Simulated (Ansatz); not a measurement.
# SrO (P6_3/mmc) in Ansatz: settings compared

Aim: see how the results for SrO move with the level of theory and the settings. Levels: LDA, PBE, PBEsol. Tasks: band structure.

Everything below comes from runs of Ansatz 0.2.0. Logs are shortened: lines on timing, memory, paths and dates and some standing lists are left out, and cuts for length are marked.

### 1 The structure

Symmetry: P6_3/mmc, No. 194, hexagonal system. The conventional cell has a = 3.553 Å, b = 3.553 Å, c = 6.217 Å, α = 90.00°, β = 90.00°, γ = 120.00°. Sr (site symmetry -6m2) has 6 O at 2.57 Å as nearest neighbours. O (site symmetry -3m) has 6 Sr at 2.57 Å as nearest neighbours.

Measurements of this composition are mostly on another form, of space group No. 225.

### 2 Band structure, LDA

Contents of input.yaml:

```yaml
crystal:
  lattice:
    - [3.5532880902, 0.0, 0.0]
    - [-1.7766440451, 3.0772377531, 0.0]
    - [0.0, 0.0, 6.21730398]
  atoms:
    - { symbol: Sr, position: [0.6666666667, 0.3333333333, 0.75] }
    - { symbol: Sr, position: [0.3333333333, 0.6666666667, 0.25] }
    - { symbol: O, position: [0.0, 0.0, 0.5] }
    - { symbol: O, position: [0.0, 0.0, 0.0] }
hamiltonian:
  xc: lda
  pseudopotentials: { kind: paw }
kpoints:
  mp_grid: { grid: [9, 9, 5] }
  band_path:
    path:
      - [[0.0, 0.0, 0.0], [0.5, 0.0, 0.0], [0.3333333333, 0.3333333333, 0.0], [0.0, 0.0, 0.0], [0.0, 0.0, 0.5], [0.5, 0.0, 0.5], [0.3333333333, 0.3333333333, 0.5], [0.0, 0.0, 0.5]]
      - [[0.5, 0.0, 0.5], [0.5, 0.0, 0.0]]
      - [[0.3333333333, 0.3333333333, 0.0], [0.3333333333, 0.3333333333, 0.5]]
    npoints: 14
scf:
  occupations: { method: fermi_dirac, width: 0.05 }
  n_extra_bands: 10
output:
  forces: true
  stress: true
  eigenvalues: true
  fatbands: true
```

Potentials or basis: Ansatz PAW.

On the command line:

```console
$ ansatz run input.yaml --threads 2 --pin off --max-ram 5632MiB --backend cpu --events-out ev --progress --plain --runs-dir out
```

Log:

```text
Warning: RAYON_NUM_THREADS=2 ignored (pool sized by the plan → 2); use --threads N
scf.n_extra_bands = 10 over 16 filled bands (N_el = 32.0): the run solves 26 bands
Engine: ansatz 0.2.0, x86_64-unknown-linux-gnu
Pseudopotentials: kind: paw
Pseudopotential: Sr, paw, valence charge 10, recommended cutoff 420 eV (normal), Sr.paw.azcp
Pseudopotential: O, paw, valence charge 6, recommended cutoff 420 eV (normal), O.paw.azcp
Functional definition: SPW92
  exchange = slater_x
  correlation = pw_c
Crystal: 4 atoms, lattice volume = 67.982 Å³
Basis set: ecut = 420 eV, 1299 PW (Γ)
Bands: 26, of which v1, the nominal top of the filled ones, is band 16 counted from 1 (15 counted from 0)
Symmetry: 24 space group operations
Space group: P63/mmc (ITA 194), of the structure as read, at distance tolerance 4.1e-5 Å
k-points: 36 of 405
Non-local potential: Sr, projectors of the file, l = 0: 3, l = 1: 2, l = 2: 2
Non-local potential: O, projectors of the file, l = 0: 2, l = 1: 2, l = 2: 1
PAW form: soft (Blöchl's): semilocal exchange-correlation on the pseudo side does not see the compensation charge
PAW frozen core: Sr, regenerated for the run's functional, and the local potential with it (the file was generated under x = pbe(κ = 0.804, μ = 0.2195149727645171), c = pbe(β = 0.06672455060314922))
PAW frozen core: O, regenerated for the run's functional, and the local potential with it (the file was generated under x = pbe(κ = 0.804, μ = 0.2195149727645171), c = pbe(β = 0.06672455060314922))
PAW one-centre angular grid: Sr, 110 points (default); XC on 64 Gauss nodes
PAW one-centre angular grid: O, 110 points (default); XC on 64 Gauss nodes
Initial density: superposition of atomic densities (neutral atoms: chi_scale 0, normalization atom), corrected by the library's trained network
Initial wavefunctions: pseudopotential atomic-orbital guess
Functional: x = slater, c = lda
SCF iter   1: F=—  HF=-8005.307022 eV  |F-HF|=—  |Δ(HF+E_count)|=         —  Δρ=1.46e-2  dr2=1.46e-1  ethr=1.77e-3  ⟨swp⟩=8.7  Hψ=5945  notcnv=0  defer=20
preconditioner: auto → Resta (q_TF=auto, 2.406 Å⁻¹)  ε∞=3.1  [insulator: Δε(μ)=2.634 eV  Ē_g=16.388 eV  σ=0.050 eV  W_gap=1.00  n_scr=22 (ndim 8)  ℏωp=23.8 eV  f_vac=0.005  D(μ)=0.00/eV (n_scr^D=0)  ε∞_Penn≈3.1]
SCF iter   2: F=—  HF=-8005.280108 eV  |F-HF|=—  |Δ(HF+E_count)|=   2.69e-2  Δρ=5.15e-3  dr2=2.07e-2  ethr=4.57e-4  ⟨swp⟩=2.0  Hψ=1367  notcnv=0  defer=123
SCF iter   3: F=—  HF=-8005.275500 eV  |F-HF|=—  |Δ(HF+E_count)|=   4.61e-3  Δρ=9.21e-4  dr2=5.73e-4  ethr=6.46e-5  ⟨swp⟩=2.0  Hψ=976  notcnv=0  defer=142
SCF iter   4: F=—  HF=-8005.275354 eV  |F-HF|=—  |Δ(HF+E_count)|=   1.47e-4  Δρ=9.99e-5  dr2=6.67e-6  ethr=1.79e-6  ⟨swp⟩=2.1  Hψ=999  notcnv=0  defer=142
SCF iter   5: F=—  HF=-8005.275358 eV  |F-HF|=—  |Δ(HF+E_count)|=   4.12e-6  Δρ=2.32e-5  dr2=3.46e-7  ethr=2.08e-8  ⟨swp⟩=2.4  Hψ=1385  notcnv=0  defer=142
SCF iter   6: F=-8005.275358 eV  HF=-8005.275358 eV  |F-HF|=4.31e-9  |Δ(HF+E_count)|=   3.95e-8  Δρ=3.12e-6  dr2=5.41e-9  ethr=3.13e-10  ⟨swp⟩=10.9  Hψ=5049  notcnv=0
SCF 1 converged in 6 iterations: F = -8005.275358 eV  dr2 = 5.41e-9
NSCF: frozen V_eff on 129 k-points
SCF converged after 6 iterations
Free energy (F): -8005.275358 eV
Harris-Foulkes:  -8005.275358 eV  (|F-HF|=4.31e-9)
Internal energy: -8005.275358 eV  (E = F + TS)
E sigma→0 (E₀):  -8005.275358 eV
Fermi energy:    9.514844 eV
--- Per-component energies (eV) ---
  E_band       = -123.631545
  E_kinetic    = 841.879794
  E_local      = -1740.159184  (includes V_loc(G=0)·N_el)
  E_nonlocal   = 511.876091
  E_hartree    = 468.186054
  E_xc         = -491.457239
  E_vxc        = -514.391713  (∫ρ·V_xc dr)
  E_paw        = -5487.505720  (= ΣΔE_a)
  E_vpaw       = -159.214259  (= ΣTr[D̂ρ^β])
  E_aug_tail   = 0.004935  (compensation charges beyond the density's cutoff)
  E_ewald      = -2108.882202
  E_core_change = 0.782114  (= ΣΔE_core)
  E_smearing   = -0.000000  (= −TS)
  E_closure    = 0.000000  (closes the sum)
  Σ components = -8005.275358   (vs F -8005.275358, Δ=0.00e0)
--- Forces (eV/Å), atoms counted from 1 ---
  atom   1  Sr    -0.00000000     0.00000000     0.00000000
  atom   2  Sr    -0.00000000    -0.00000000     0.00000000
  atom   3  O     -0.00000000    -0.00000000     0.00000000
  atom   4  O     -0.00000000    -0.00000000    -0.00000000
  max |Σ_I F_I| component: 1.39e-17 eV/Å
--- Stress (GPa, compression-positive) ---
       -5.313877       0.000000       0.000000
        0.000000      -5.313877       0.000000
        0.000000       0.000000      -6.250757
  P = ⅓ Tr σ = -5.6262 GPa (-56.262 kbar)
--- Band table (eV; the first three rows and the last of 36) ---
  k-point 0: bands = ["-24.6342", "-24.5225", "-8.7871", "-7.1535", "-6.3176", "-6.3176", "-6.3002", "-6.2631", "-6.2631", "-4.7221", "5.2807", "7.0443", "7.0443", "7.2850", "7.2850", "8.0696", "10.9380", "12.9369", "13.1156", "14.2106", "14.2106", "15.4105", "15.4105", "16.2961", "16.2961", "16.5159"]
  k-point 1: bands = ["-24.6237", "-24.5333", "-8.6859", "-7.4659", "-6.3123", "-6.3123", "-6.2683", "-6.2683", "-5.9976", "-4.8229", "5.4755", "7.0578", "7.0578", "7.2515", "7.2515", "7.6526", "11.3327", "12.9410", "13.2789", "14.3958", "14.3958", "15.6435", "15.6435", "15.6991", "16.0992", "16.0992"]
  k-point 2: bands = ["-24.5961", "-24.5616", "-8.3970", "-7.9636", "-6.2987", "-6.2987", "-6.2818", "-6.2818", "-5.5212", "-5.1054", "6.0247", "6.8205", "7.1019", "7.1019", "7.1752", "7.1752", "12.1671", "12.8117", "13.6477", "14.3989", "14.8869", "14.8869", "15.5086", "15.5086", "16.4102", "16.4102"]
  k-point 35: bands = ["-24.4470", "-24.4470", "-8.3575", "-7.9742", "-7.0850", "-7.0850", "-6.4344", "-6.4344", "-5.7687", "-5.3304", "5.9284", "5.9284", "6.8070", "7.0927", "7.3482", "7.3482", "12.9121", "12.9121", "14.8281", "14.8281", "16.2823", "16.5949", "17.5297", "17.6410", "18.1648", "18.1648"]
```

Run time: 8.4 s. Hardware: 2 threads of Intel Xeon at 2.70GHz, shared host; peak memory 0.38 GiB.

What came out:

* Free energy: -8005.2754 eV
* Pressure: -5.6 GPa
* Band gap on the k mesh: 2.87 eV, direct
* Band gap along the path: 2.87 eV, direct

Stress tensor (GPa, compression positive):
```
-5.31  0.00  0.00
 0.00 -5.31  0.00
 0.00  0.00 -6.25
```

Levels at the corners of the path, in eV from the valence-band top:
```csv
point,band 14,band 15,band 16,band 17,band 18,band 19
Γ,-0.78,-0.78,0.00,2.87,4.87,5.05
M,-1.35,-0.53,-0.24,2.94,5.57,5.90
K,-1.43,-1.43,-0.57,4.54,4.54,7.42
Γ,-0.78,-0.78,0.00,2.87,4.87,5.05
A,-0.93,-0.93,-0.93,4.49,4.49,5.87
L,-1.26,-0.99,-0.99,4.18,4.18,6.62
H,-1.13,-0.68,-0.68,4.89,4.89,6.66
A,-0.93,-0.93,-0.93,4.49,4.49,5.87
L,-1.26,-0.99,-0.99,4.18,4.18,6.62
M,-1.35,-0.53,-0.24,2.94,5.57,5.90
K,-1.43,-1.43,-0.57,4.54,4.54,7.42
H,-1.13,-0.68,-0.68,4.89,4.89,6.66
```

Caveat: the pressure holds a Pulay correction of +0.5 GPa for the finite cutoff; the PAW data sets come from PBE, with cores solved anew for the run's functional, which leaves a small shift of forces and pressure.

### 3 Band structure, PBE

input.yaml, as its differences from that of step 2:

```diff
@@ -11,3 +11,3 @@
 hamiltonian:
-  xc: lda
+  xc: pbe
   pseudopotentials: { kind: paw }
@@ -28,2 +28,6 @@
   eigenvalues: true
-  fatbands: true
+  fatbands: false
+  write_density: true
+  write_potential: true
+  elf: true
+  volumetric_format: npy
```

Potentials or basis: Ansatz PAW.

On the command line:

```console
$ ansatz run input.yaml --threads 2 --pin off --max-ram 5632MiB --backend cpu --events-out ev --progress --plain --runs-dir out
```

Wall time 6.6 s (2 threads of Intel Xeon at 2.70GHz, shared host); peak memory 0.41 GiB.

Results (log left out):

- Free energy: -8228.8917 eV
- Pressure: 1.4 GPa
- Band gap on the k mesh: 3.08 eV, direct
- Band gap along the path: 3.08 eV, direct

Stress tensor (GPa, compression positive):
```
1.52 0.00 0.00
0.00 1.52 0.00
0.00 0.00 1.30
```

Levels at the corners of the path, in eV from the valence-band top:
```tsv
point	band 13	band 14	band 15	band 16	band 17	band 18	band 19	band 20
Γ	-1.01	-0.78	-0.78	0.00	3.08	5.01	5.16	6.21
M	-1.42	-1.34	-0.53	-0.25	3.10	5.71	5.98	8.20
K	-1.44	-1.40	-1.40	-0.57	4.69	4.69	7.43	7.77
Γ	-1.01	-0.78	-0.78	0.00	3.08	5.01	5.16	6.21
A	-0.92	-0.92	-0.92	-0.92	4.67	4.67	5.98	5.98
L	-1.24	-1.24	-0.98	-0.98	4.33	4.33	6.70	6.70
H	-1.12	-1.12	-0.68	-0.68	5.04	5.04	6.75	6.75
A	-0.92	-0.92	-0.92	-0.92	4.67	4.67	5.98	5.98
L	-1.24	-1.24	-0.98	-0.98	4.33	4.33	6.70	6.70
M	-1.42	-1.34	-0.53	-0.25	3.10	5.71	5.98	8.20
K	-1.44	-1.40	-1.40	-0.57	4.69	4.69	7.43	7.77
H	-1.12	-1.12	-0.68	-0.68	5.04	5.04	6.75	6.75
```

Caveat: the pressure holds a Pulay correction of +0.4 GPa for the finite cutoff.

### 4 Band structure, PBEsol

input.yaml, as its differences from that of step 3:

```diff
@@ -11,3 +11,3 @@
 hamiltonian:
-  xc: pbe
+  xc: pbesol
   pseudopotentials: { kind: paw }
@@ -29,5 +29 @@
   fatbands: false
-  write_density: true
-  write_potential: true
-  elf: true
-  volumetric_format: npy
```

On the command line:

```console
$ ansatz run input.yaml --threads 2 --pin off --max-ram 5632MiB --backend cpu --events-out ev --progress --plain --runs-dir out
```

Wall time 5.7 s (2 threads of Intel Xeon at 2.70GHz, shared host); peak memory 0.38 GiB.

It converged, with:

```yaml
Free_energy: -8111.8935 eV
Pressure: -2.4 GPa
Band_gap_on_the_k_mesh: 2.93 eV, direct
Band_gap_along_the_path: 2.93 eV, direct
```

Stress tensor (GPa, compression positive):
```
-2.21  0.00  0.00
 0.00 -2.21  0.00
 0.00  0.00 -2.79
```

Levels at the corners of the path, in eV from the valence-band top:
```csv
point,band 14,band 15,band 16,band 17,band 18,band 19
Γ,-0.79,-0.79,0.00,2.93,4.94,5.08
M,-1.35,-0.53,-0.25,3.00,5.64,5.91
K,-1.42,-1.42,-0.57,4.60,4.60,7.41
Γ,-0.79,-0.79,0.00,2.93,4.94,5.08
A,-0.93,-0.93,-0.93,4.56,4.56,5.89
L,-1.26,-0.99,-0.99,4.24,4.24,6.64
H,-1.13,-0.69,-0.69,4.95,4.95,6.69
A,-0.93,-0.93,-0.93,4.56,4.56,5.89
L,-1.26,-0.99,-0.99,4.24,4.24,6.64
M,-1.35,-0.53,-0.25,3.00,5.64,5.91
K,-1.42,-1.42,-0.57,4.60,4.60,7.41
H,-1.13,-0.69,-0.69,4.95,4.95,6.69
```

Caveat: the pressure holds a Pulay correction of +0.4 GPa for the finite cutoff; the PAW data sets come from PBE, with cores solved anew for the run's functional, which leaves a small shift of forces and pressure.

### 5 The runs side by side

| level | gap on the mesh (eV) | pressure (GPa) |
| --- | --- | --- |
| LDA | 2.87 | -5.6 |
| PBE | 3.08 | 1.4 |
| PBEsol | 2.93 | -2.4 |

Alike in all rows: task band structure; potentials or basis Ansatz PAW; no spin polarisation; cell as given; k mesh 9 × 9 × 5; cutoff (eV) 420; smearing fermi-dirac 0.05 eV.

On the cell as given the gap runs from 2.87 eV (LDA) to 3.08 eV (PBE). The pressure there spans -5.6 GPa (LDA) to 1.4 GPa (PBE); a positive pressure means that this level wants a larger cell, a negative one a smaller.

Caveats: the PAW data sets come from PBE, with cores solved anew for the run's functional, which leaves a small shift of forces and pressure (some runs).

Absolute energies hang on the potentials; compare differences alone.
